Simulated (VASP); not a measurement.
Here is a VASP 6.6.1 calculation.

File INCAR:

```
PREC = Accurate ; ENCUT = 520
EDIFF = 1E-7 ; ISMEAR = -1
SIGMA = 0.05 ; LREAL = False
LASPH = True ; NELM = 60
ALGO = Normal ; ISIF = 2
LWAVE = False ; LCHARG = False
GGA = PE ; NBANDS = 11
```

KPOINTS

```
regular mesh
0
Gamma
  9 9 9
```

POSCAR

```
NaH
1.0
    0.0000000000      2.4400000000      2.4400000000
    2.4400000000      0.0000000000      2.4400000000
    2.4400000000      2.4400000000      0.0000000000
Na H
1 1
Direct
   -0.0125970000      0.0013660000      0.0060060000
    0.5005580000      0.4984190000      0.5048660000
```

Potentials or basis: VASP PAW PBE potentials, release 64 (Na_pv, H).

The run is started by

```sh
$ cat potpaw_PBE.64/Na_pv/POTCAR potpaw_PBE.64/H/POTCAR > POTCAR
$ mpirun -np 1 vasp_std > vasp.out
```

(1) Predict the band gap on the k mesh.

(2) What does it give for the pressure?

(3) Estimate the largest force.

Answers

(1) 4.01 eV, indirect (least direct gap 4.70 eV).

(2) -0.7 GPa.

(3) 0.031 eV/Å.

Caveat: an odd mesh through Γ misses points on the zone boundary, where band edges often lie.
